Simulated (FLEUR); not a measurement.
Runs of FLEUR MaX-R8.1 (later development tree) on TiO2. Symmetry: P4_2/mnm, No. 136, tetragonal system. Conventional cell: a = 4.600 Å, b = 4.600 Å, c = 2.959 Å, α = 90.00°, β = 90.00°, γ = 90.00°. Around Ti (site symmetry mmm) lie 6 O at 1.95 to 1.98 Å. O (site symmetry m2m) is surrounded by 3 Ti at 1.95 to 1.98 Å. The cell is a database's computed one.

```csv
task,level,cell,gmax,muffin-tin radii,kmax,gap on the mesh (eV),largest force (eV/Å)
band structure,LDA,as given,15.7 1/bohr,"Ti 1.94, O 1.48 bohr",5.05 1/bohr,1.77,-
single point,PBEsol,"atoms moved at random, drawn with an rms of 0.05 Å",16 1/bohr,"Ti 1.9, O 1.45 bohr",5.16 1/bohr,1.75,0.88
band structure,PBEsol,as given,15.7 1/bohr,"Ti 1.94, O 1.48 bohr",5.05 1/bohr,1.82,-
single point,PBEsol,as given,16 1/bohr,"Ti 1.9, O 1.45 bohr",5.16 1/bohr,1.82,(a)
```

Alike in all rows: potentials or basis all-electron, FLAPW; no spin polarisation; k mesh 6 × 6 × 9; smearing fermi-dirac 0.05 eV.

Problem. Estimate the missing entries.

Solution. (a) 0.07.

Caveats: an odd mesh through Γ misses points on the zone boundary, where band edges often lie (some runs).
